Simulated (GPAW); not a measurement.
The system is NaCl.

```
Cl Na
1.0
     3.50219    0.00000    0.00000
     0.00000    3.50219    0.00000
     0.00000    0.00000    3.50219
Cl Na
1 1
Direct
  0.50000 0.50000 0.50000
  0.00000 0.00000 0.00000
```

Measurements of this composition are mostly on another form, of space group No. 225.

| Quantity | Value |
| --- | --- |
| Program | GPAW 26.7.0 |
| Task | relaxation of cell and atoms |
| Functional | PBEsol |
| Dispersion | D3(BJ) |
| Potentials or basis | PAW data sets generated in the run's folder for this functional |
| Cutoff | 800 eV |
| Basis | pw |
| k mesh | 8 × 8 × 8 |
| Occupations | fermi-dirac, width 0.05 eV |
| Spin | no spin polarisation |

At the start: pressure -2.8 GPa; volume 21.48 Å³/atom.

Problem. How do energy, volume and symmetry change on relaxing?

Solution. Over 4 steps the energy falls by 20.5 meV/atom and the volume is 19.36 Å³/atom (-9.9 %); space group Pm-3m (No. 221, to 0.05 Å).

The path:
| step | energy change (eV) | largest force (eV/Å) | pressure (GPa) | volume (Å³) |
| --- | --- | --- | --- | --- |
| 1 | 0.0000 | 0.0000 | -2.78 | 42.96 |
| 2 | -0.0057 | 0.0000 | -2.62 | 42.61 |
| 3 | -0.0397 | 0.0000 | 0.59 | 37.98 |
| 4 | -0.0410 | 0.0000 | -0.08 | 38.72 |

Final structure:
```cif
data_structure
_symmetry_space_group_name_H-M 'P 1'
_symmetry_Int_Tables_number 1
_cell_length_a 3.3831
_cell_length_b 3.3831
_cell_length_c 3.3831
_cell_angle_alpha 90.000
_cell_angle_beta 90.000
_cell_angle_gamma 90.000
_cell_volume 38.72
loop_
_atom_site_label
_atom_site_type_symbol
_atom_site_fract_x
_atom_site_fract_y
_atom_site_fract_z
_atom_site_occupancy
Cl1 Cl 0.50000 0.50000 0.50000 1
Na1 Na 0.00000 0.00000 0.00000 1
```

Caveat: later steps reuse the first step's grids.
